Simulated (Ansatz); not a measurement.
**Energy landscape near a Ta₂H structure**

Theory: Ansatz 0.2.0, DFT PBEsol, scalar-relativistic, plane waves, PAW.

Settings: cutoff 420 eV, Γ-centred mesh 12×12×12 on the computed 3-atom cell, Gaussian smearing of 0.10 eV; no spin polarisation.

Reference cell:

```
CELL_PARAMETERS angstrom
3.37244 0.00000 0.00000
0.00000 3.37244 0.00000
0.00000 0.00000 3.41011
ATOMIC_POSITIONS crystal
Ta 0.50000 0.00000 0.74132
Ta 0.00000 0.50000 0.25868
H 0.00000 0.00000 0.00000
```

Each variant moves atoms of this cell by the vectors given, if any (Å), and then applies a symmetric strain (tensor components, Cartesian axes). The reference cell isn't relaxed at this level. Energies are per atom at zero smearing, counted from the lowest variant. Pressure is positive in compression.

1. strain (xx yy zz yz xz xy, %) 3.71 3.71 -5.29 0.00 0.00 0.00; moves: Ta1 (0.000, 0.000, -0.073); Ta2 (0.000, 0.000, 0.073)
2. strain (xx yy zz yz xz xy, %) -4.05 -4.05 -2.55 0.00 0.00 0.00; moves: Ta1 (0.000, 0.000, 0.184); Ta2 (0.000, 0.000, -0.184)
3. strain (xx yy zz yz xz xy, %) -5.54 -5.54 0.46 0.00 0.00 0.00; moves: Ta1 (0.000, 0.000, 0.122); Ta2 (0.000, 0.000, -0.122)
4. strain (xx yy zz yz xz xy, %) 0.43 0.43 -1.07 0.00 0.00 0.00; moves: Ta1 (0.000, 0.000, 0.037); Ta2 (0.000, 0.000, -0.037)

```csv
variant,ΔE (meV/atom),P (GPa),largest force (eV/Å),space group
1,62.5,-7.98,1.29,P-4m2
2,371.4,33.98,4.52,P-4m2
3,267.6,30.58,3.95,P-4m2
4,0.0,-3.51,0.75,P-4m2
```

Spin–orbit coupling is left out, which can shift energies with elements as heavy as these.